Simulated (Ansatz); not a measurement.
# TiO2: the cost of one run

Program: Ansatz 0.2.0. Level of theory: DFT PBE, scalar-relativistic. These are calculated values, not measurements.

## (1) Starting point

The structure is tetragonal, space group I4_1/amd (No. 141). The conventional cell has a = 3.785 Å, b = 3.785 Å, c = 9.514 Å, α = 90.00°, β = 90.00°, γ = 90.00°. Ti (site symmetry -4m2) is surrounded by 6 O at 1.94 to 1.97 Å. O (site symmetry 2mm) has 3 Ti at 1.94 to 1.97 Å as nearest neighbours.

Structure file:

```
CELL_PARAMETERS angstrom
-1.89250 1.89250 4.75700
1.89250 -1.89250 4.75700
1.89250 1.89250 -4.75700
ATOMIC_POSITIONS crystal
Ti 0.00000 0.00000 0.00000
Ti 0.75000 0.25000 0.50000
O 0.20660 0.20660 0.00000
O 0.95660 0.45660 0.50000
O 0.54340 0.04340 0.50000
O 0.79340 0.79340 0.00000
```

Atoms are numbered in the order of the input: Ti1, Ti2, O3, O4, O5, O6.

## (2) After the deformation

Space group I4_1/amd before, I4_1/amd after.

## (3) LAPW, all electrons

input.yaml reads:

```yaml
crystal:
  lattice:
    - [-1.93035, 1.93035, 4.757]
    - [1.93035, -1.93035, 4.757]
    - [1.93035, 1.93035, -4.757]
  atoms:
    - { symbol: Ti, position: [0.0, 0.0, 0.0] }
    - { symbol: Ti, position: [0.75, 0.25, 0.5] }
    - { symbol: O, position: [0.2066, 0.2066, 0.0] }
    - { symbol: O, position: [0.9566, 0.4566, 0.5] }
    - { symbol: O, position: [0.5434, 0.0434, 0.5] }
    - { symbol: O, position: [0.7934, 0.7934, 0.0] }
kpoints:
  mp_grid: { grid: [13, 13, 13] }
  band_path:
    path:
      - [0.0, 0.0, 0.0]
      - [0.0, 0.0, 0.5]
      - [0.25, 0.25, 0.25]
      - [0.0, 0.5, 0.0]
      - [0.0, 0.0, 0.0]
      - [0.5, 0.5, -0.5]
      - [0.2911666783, 0.7088333217, -0.2911666783]
      - [-0.2911666783, 0.2911666783, 0.2911666783]
      - [0.0, 0.0, 0.0]
    npoints: 5
scf:
  occupations: { method: fermi_dirac, width: 0.08 }
hamiltonian:
  xc: pbe
  pseudopotentials: { kind: all_electron, lapw: { basis_error: 0.001 } }
output:
  forces: true
  stress: true
  eigenvalues: true
```

Started as:

```sh
$ ansatz run input.yaml --threads 2 --pin off --max-ram 6144MiB --backend cpu --events-out ev --progress --plain --runs-dir out
```

**Question.** How long does this run take on 2 threads of Arm Neoverse V1, shared host, and how much memory does it need?

About 2.7 min, with a peak of 2 GiB.
